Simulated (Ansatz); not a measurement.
Wanted: the native input for an Ansatz 0.2.0 run.

| Quantity | Value |
| --- | --- |
| Task | single point |
| Functional | BLYP |
| Dispersion | D3(BJ) |
| Potentials or basis | Ansatz PAW |
| Cutoff | 420 eV (not typed: the program's choice for these potentials) |
| k mesh | 13 × 13 × 8 |
| Occupations | fermi-dirac, width 0.1 eV |
| Spin | spin-orbit coupling, no magnetisation |

The system is Be.

```xyz
2
Lattice="2.2853 0.0000 0.0000 -1.1426 1.9791 0.0000 0.0000 0.0000 3.5842" Properties=species:S:1:pos:R:3 pbc="T T T"
Be    1.1427    0.6597    2.6882
Be    0.0000    1.3194    0.8961
```

The input as run:

input.yaml

```yaml
crystal:
  lattice:
    - [2.2853, 0.0, 0.0]
    - [-1.14265, 1.9791278553, 0.0]
    - [0.0, 0.0, 3.5842]
  atoms:
    - { symbol: Be, position: [0.6666666667, 0.3333333333, 0.75] }
    - { symbol: Be, position: [0.3333333333, 0.6666666667, 0.25] }
hamiltonian:
  xc: blyp
  pseudopotentials: { kind: paw_fr }
  dispersion: d3bj
kpoints:
  mp_grid: { grid: [13, 13, 8] }
scf:
  occupations: { method: fermi_dirac, width: 0.1 }
  lower_state_search: standard
output:
  forces: true
  stress: true
  eigenvalues: true
magnetization:
  noncollinear: true
  spin_orbit: true
```

Potentials or basis: Ansatz PAW.

Command:

```console
$ ansatz run input.yaml --threads 1 --pin off --max-ram 2560MiB --backend cpu --events-out ev --progress --plain --runs-dir out
```

Results of the run:

| Quantity | Value |
| --- | --- |
| Pressure | -17.4 GPa |
| Band gap on the k mesh | none (metal or under the smearing width) |

Caveat: so large a pressure means that the cell lies far from this level's equilibrium, or that cutoff or potentials fall short; pairwise dispersion overbinds metals, which lowers pressure and volume; the PAW data sets come from PBE, with cores solved anew for the run's functional, which leaves a small shift of forces and pressure.

Run time: 2.1 s on 1 thread of Intel(R) Xeon(R) CPU @ 2.60GHz (Ice Lake), with other jobs on the host, peak memory 0.36 GiB.
